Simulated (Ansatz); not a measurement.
Ansatz input file:

```yaml
crystal:
  lattice:
    - [3.1597166908, 0.0, 0.0]
    - [-1.5798583454, 2.736394923, 0.0]
    - [0.0, 0.0, 16.9394672486]
  atoms:
    - { symbol: W, position: [0.3333333333, 0.6666666667, 0.0] }
    - { symbol: S, position: [0.6666666667, 0.3333333333, 0.9069626209] }
    - { symbol: S, position: [0.6666666667, 0.3333333333, 0.0930373791] }
basis:
  ecutwfc: 420
kpoints:
  mp_grid: { grid: [12, 12, 2] }
  band_path:
    path:
      - [[0.0, 0.0, 0.0], [0.5, 0.0, 0.0], [0.33333333, 0.33333333, 0.0], [0.0, 0.0, 0.0], [0.0, 0.0, 0.5], [0.5, 0.0, 0.5], [0.33333333, 0.33333333, 0.5], [0.0, 0.0, 0.5]]
      - [[0.5, 0.0, 0.5], [0.5, 0.0, 0.0]]
      - [[0.33333333, 0.33333333, 0.5], [0.33333333, 0.33333333, 0.0]]
    npoints: 14
hamiltonian:
  xc: pbe
  dispersion: d3bj
scf:
  occupations: { method: gaussian, width: 0.02 }
  n_extra_bands: 7
output:
  forces: true
  stress: true
  eigenvalues: true
  populations: true
  dos: { projected: true, de: 0.02, nscf_kmesh: { grid: [18, 18, 3] } }
  bader: true
  write_density: true
  write_potential: true
  elf: true
  volumetric_format: npy
```

Launched with
```bash
ansatz run input.yaml --threads 1 --pin off --max-ram 2560MiB --backend cpu --events-out ev --progress --plain --runs-dir out
```

These are results of DFT PBE+D3(BJ), scalar-relativistic, plane waves, PAW (Ansatz), not measurements.

From the run's log, abridged (final results; tables in files aren't shown):

```
SCF 1 converged in 8 iterations: F = -12192.361409 eV  dr2 = 4.86e-10
WARN: The output density's exchange-correlation potential varies sharply where the density is thin. Do not read a vacuum level from v_tot or v_xc, or from such a field of the output density. On a cell that repeats whose density bears no net charge and no dipole along the vacuum's axis use v_es (v_loc + v_h of the components); under efield.dipole_correction with no amplitude use v_es + v_field, which holds any external_charges[].barrier, or the levels of the report's work_function block, which leave it out; under a non-zero efield.amplitude the vacuum is tilted and has no level; on a cell that repeats and bears such a dipole with no correction it is tilted too, and efield.dipole_correction wi ...
SCF converged after 8 iterations
an eigenvalue changed by more than its tolerance at an iteration that met the thresholds in force, so the SCF went on 1 time: the last check found none over its tolerance
Free energy (F): -12192.361409 eV
Harris-Foulkes:  -12192.361409 eV  (|F-HF|=1.45e-9)
Internal energy: -12192.361409 eV  (E = F + TS)
E sigma→0 (E₀):  -12192.361409 eV
Fermi energy:    1.370917 eV
--- Per-component energies (eV) ---
  E_band       = -463.531235
  E_kinetic    = 666.288424
  E_local      = -12495.355740  (includes V_loc(G=0)·N_el)
  E_nonlocal   = 57.290117
  E_hartree    = 5929.144063
  E_xc         = -462.116123
  E_vxc        = -414.953009  (∫ρ·V_xc dr)
  E_paw        = -9763.127172  (= ΣΔE_a)
  E_vpaw       = -135.090955  (= ΣTr[D̂ρ^β])
  E_aug_tail   = -0.000062  (compensation charges beyond the density's cutoff)
  E_ewald      = 3876.447454
  E_disp       = -0.932371  (pairwise vdW)
  E_smearing   =  0.000000  (= −TS)
--- Forces (eV/Å), atoms counted from 1 ---
  atom   1  W      0.00000000     0.00000000     0.00000000
  atom   2  S      0.00000000     0.00000000     0.00093764
  atom   3  S      0.00000000     0.00000000    -0.00093764
--- Stress (GPa, compression-positive) ---
       -0.015173       0.000000       0.000000
        0.000000      -0.015173       0.000000
        0.000000       0.000000      -0.016978
  P = ⅓ Tr σ = -0.0158 GPa (-0.158 kbar)
--- Band table (eV; the first three rows and the last of 38) ---
  k-point 0: bands = ["-73.5187", "-37.8133", "-37.6358", "-37.6358", "-14.4173", "-12.7840", "-6.0078", "-2.4033", "-2.4033", "-1.7808", "-1.1559", "-1.1559", "0.2800", "3.3504", "3.3504", "3.4825", "3.4825", "5.4038", "5.8524", "6.0250"]
  k-point 1: bands = ["-73.5187", "-37.8132", "-37.6358", "-37.6358", "-14.4173", "-12.7840", "-6.0078", "-2.4033", "-2.4033", "-1.7808", "-1.1559", "-1.1559", "0.2800", "3.3504", "3.3504", "3.4825", "3.4825", "5.4735", "5.6470", "6.1903"]
  k-point 2: bands = ["-73.5175", "-37.8088", "-37.6604", "-37.6415", "-14.2999", "-12.7401", "-5.8669", "-2.7074", "-2.2880", "-2.1513", "-1.3406", "-0.9939", "0.2308", "3.1856", "3.2479", "3.3784", "3.5666", "5.6634", "5.9919", "6.4366"]
  k-point 37: bands = ["-73.4978", "-37.9031", "-37.8683", "-37.7381", "-11.8998", "-11.8281", "-5.4116", "-4.9878", "-4.1152", "-3.4837", "-2.8756", "-2.0168", "0.4115", "2.3303", "3.7048", "4.4817", "6.0487", "7.0188", "7.5336", "9.6984"]
--- Löwdin populations: 3 sites ---
  site symbol q [e]
     0      W     13.5362
     1      S      6.1119
     2      S      6.1119
  spilling = 0.009235 (of n_electrons = 26.000000)
--- Bader charges: 3 sites ---
  site symbol charge [e]  shift [e]
     0      W      1.3715     0.0050
     1      S     -0.6858     0.0025
     2      S     -0.6857     0.0025
  estimated error of the sums over rays = 7.2e-4 e
```

Self-consistency was reached.

The run took 53 s on 1 thread of Arm Neoverse V2 (shared host), peak memory 0.49 GiB.

Spin–orbit coupling is left out, which can shift energies with elements as heavy as these.